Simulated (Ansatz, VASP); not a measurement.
One calculation of GaAs, two programs

```xyz
2
Lattice="0.0000 2.8298 2.8298 2.8298 0.0000 2.8298 2.8298 2.8298 0.0000" Properties=species:S:1:pos:R:3 pbc="T T T"
Ga    0.0000    0.0000    0.0000
As    4.2446    4.2446    4.2446
```

Alike in both runs: functional PBEsol; k mesh 12 × 12 × 12; no spin polarisation.

Ansatz relaxed the structure, and its values are those at the end. VASP's run is a single point on that final structure, the one shown.

```csv
,VASP,Ansatz
version,VASP 6.6.1,Ansatz 0.2.0
potentials or method,"VASP PAW PBE potentials, release 64 (Ga_d, As)","scalar-relativistic, plane waves, PAW"
plane-wave cutoff (eV),520,420
occupations,"gaussian, width 0.01 eV",fixed
valence electrons in the cell,18,28
```

Ansatz gave:

| Property | Result |
| --- | --- |
| gap on the k mesh at the Fermi level (eV) | 0.42 |
| least direct gap on the mesh (eV) | 0.42 |
| pressure (GPa) | 0.0 |

Task: Estimate VASP's values.

Result: gap on the k mesh at the Fermi level (eV): 0.43; least direct gap on the mesh (eV): 0.43; pressure (GPa): 0.1.

The two sets of potentials don't hold the same shells in valence. Ansatz warned: «pseudo_functional_mismatch».

Caveats: the PAW data sets were made with another functional, which shifts forces and pressure a little (VASP).
